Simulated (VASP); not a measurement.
**CdS under changes of volume**

One of the cells (46.548 Å³/atom); the others are scaled copies at fixed shape and fractional positions:

```
Cd S
1.0
     4.28939    0.00000    0.00000
    -2.14470    3.71472    0.00000
     0.00000    0.00000    5.84261
Cd S
1 1
Direct
  0.00000 0.00000 0.44269
  0.66667 0.33333 0.43431
```

Measurements of this composition are mostly on another form, of space group No. 186.

```yaml
Program: VASP 6.6.1
Functional: PBE
Potentials_or_basis: VASP PAW PBE potentials, release 64 (Cd, S)
Cutoff: 520 eV
k_mesh: 7 × 7 × 5
Occupations: fermi-dirac, width 0.05 eV
Spin: no spin polarisation
```

| volume (Å³/atom) | energy over the lowest point (meV/atom) | pressure (GPa) | gap on the mesh (eV) | largest force (eV/Å) |
| --- | --- | --- | --- | --- |
| 42.897 | 13.83 | 1.9 | 1.58 | 0.016 |
| 43.810 | ? | ? | ? | ? |
| 44.722 | 0.00 | 0.5 | 1.51 | 0.003 |
| 46.548 | 0.43 | -0.6 | 1.43 | 0.007 |
| 47.460 | 5.09 | -1.1 | 1.39 | 0.012 |
| 48.373 | 12.29 | -1.5 | 1.31 | 0.015 |

Task: What does the run at 43.810 Å³/atom give?

Result: Energy over the lowest point 4.93 meV/atom; pressure 1.2 GPa; gap on the mesh 1.54 eV; largest force 0.009 eV/Å.

Worked out: A Birch-Murnaghan fit of order 3 (a polynomial in V^(-2/3)) to the other rows has its minimum at 45.56 Å³/atom with B0 = V·E''(V) = 28 GPa and B' = 4.5 at fixed shape and positions, which overstates the stiffness. It gives 4.92 meV/atom at 43.810 Å³/atom, against the run's 4.93, and -dE/dV = 1.2 GPa, against 1.2. A parabola through the other rows of the gap, of slope -1.43 eV per unit of ln V there, gives 1.55 eV, against the run's 1.54.

Energies are extrapolated to zero smearing.

Caveats: an odd mesh through Γ misses points on the zone boundary, where band edges often lie. Spin-orbit coupling on Cd is left out.
